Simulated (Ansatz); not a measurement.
**CdS (wurtzite): G0W0 against its settings**

CdS in the wurtzite structure, relaxed with r2SCAN; one-shot G0W0 in Ansatz without spin-orbit coupling. The values are computed, spin-unpolarised, and not measurements.

Space group P6_3mc (No. 186). a = 4.165 Å, b = 4.165 Å, c = 6.766 Å, α = 90.00°, β = 90.00°, γ = 120.00°
```json
{"atom": "Cd", "site": "2b", "symmetry": "3m.", "x": "0.3333", "y": "0.6667", "z": "0.9990"}
{"atom": "S", "site": "2b", "symmetry": "3m.", "x": "0.3333", "y": "0.6667", "z": "0.3760"}
```

Gaps are read over the mesh points alone. G0W0 values are finite-basis, finite-mesh values.

| start | potentials | frequency model | mesh | empty bands | screening cutoff (eV) | Kohn-Sham gap (eV) | G0W0 gap (eV) | rough cost |
| --- | --- | --- | --- | --- | --- | --- | --- | --- |
| PBE | PAW | contour deformation | 6×6×2 | 165 | 80 | 1.17 | 1.87 | 3 core-minutes |
| PBE | PAW | contour deformation | 6×6×2 | 382 | 140 | 1.17 | 1.93 | 22 core-minutes |
| HSE06 | PAW | contour deformation | 6×6×2 | 382 | 140 | 2.19 | 2.53 | 30 core-minutes |

G0W0 moves the gap on the mesh from 1.17 eV (PBE) to 1.93 eV (direct at Γ). Renormalisation factors Z lie between 0.73 and 0.78.

Raising bands and cutoff together moves the gap by +0.06 eV (80 to 140 eV); the last step is still large, so the basis limit isn't reached. Starting from HSE06 (2.19 eV against PBE's 1.17 eV) gives 2.53 eV, +0.60 eV from G0W0@PBE at the same screening cutoff.

With a shallow d shell on the cation, G0W0 converges slowly in bands and cutoff, so these values are in doubt.
